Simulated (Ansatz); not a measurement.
## B₆As: experiment and calculation

**Experimental background.**

“Equation of state of boron subarsenide B12As2 to 47 GPa”, 2018, arxiv:1803.09494 reports, for a powder of B6As: lattice constant a 6.1353 ± 0.0002 Å; lattice constant c 11.894 ± 0.0007 Å.

The runs below are set against these values where they give the same quantity.

Computed with DFT PBEsol, scalar-relativistic, plane waves, PAW in Ansatz.

Plane waves to 420 eV, a k mesh through Γ of 6×6×6 on the computed 14-atom cell and Gaussian smearing (0.02 eV); no spin polarisation.

Relaxed structure, symmetry kept:

```xyz
14
Lattice="3.0614 1.7675 3.9479 -3.0614 1.7675 3.9479 0.0000 -3.5350 3.9479" Properties=species:S:1:pos:R:3 pbc="T T T"
B     0.0000   -1.0924    1.4055
B    -0.9461    0.5462    1.4055
B     1.6813   -0.9707    7.5649
B     0.0000    1.9414    7.5649
B    -1.6813   -0.9707    7.5649
B     1.6813    0.9707    4.2788
B    -1.6813    0.9707    4.2788
B     0.0000   -1.9414    4.2788
B     0.9461   -0.5462   10.4382
B     0.0000    1.0924   10.4382
B    -0.9461   -0.5462   10.4382
B     0.9461    0.5462    1.4055
As    0.0000    0.0000    7.1157
As    0.0000    0.0000    4.7280
```

```json
{
 "Space group": "R-3m (No. 166)",
 "Volume per atom": "61.8 bohr³",
 "Formation energy from the elements' standard states (uncorrected)": "-0.171 eV/atom",
 "Kohn–Sham band gap": "2.62 eV, indirect from (-0.010, -0.010, 0.193) to L",
 "Löwdin character of the top 1 eV of the valence band": "B 2p 78 %, As 4p 16 %",
 "Löwdin character of the lowest 1 eV of the conduction band": "B 2p 50 %, As 4p 31 %, B 2s 8 %, unprojected 5 %",
 "Electron masses at the edge by Cartesian direction of the standard setting (m_e; degenerate bands sorted by energy; no spin-orbit coupling)": "x: 0.58; y: 0.43; z: 0.21",
 "Hole masses at the edge by Cartesian direction of the standard setting (m_e; degenerate bands sorted by energy; no spin-orbit coupling)": "x: 0.75; y: 2.1; z: 0.44",
 "Bulk modulus": "187 GPa",
 "Its pressure derivative": "3.6",
 "Electronic dielectric constant xx, yy, zz of the standard setting (independent particles)": "8.1, 8.1, 8.7"
}
```

Against the measured lattice constant a of B6As, 6.1353 Å (powder; the paper above), the calculated 6.123 Å is off by -0.2 %. Against the measured lattice constant c of B6As, 11.894 Å (powder; the paper above), the calculated 11.844 Å is off by -0.4 %. The calculation is for 0 K without zero-point motion.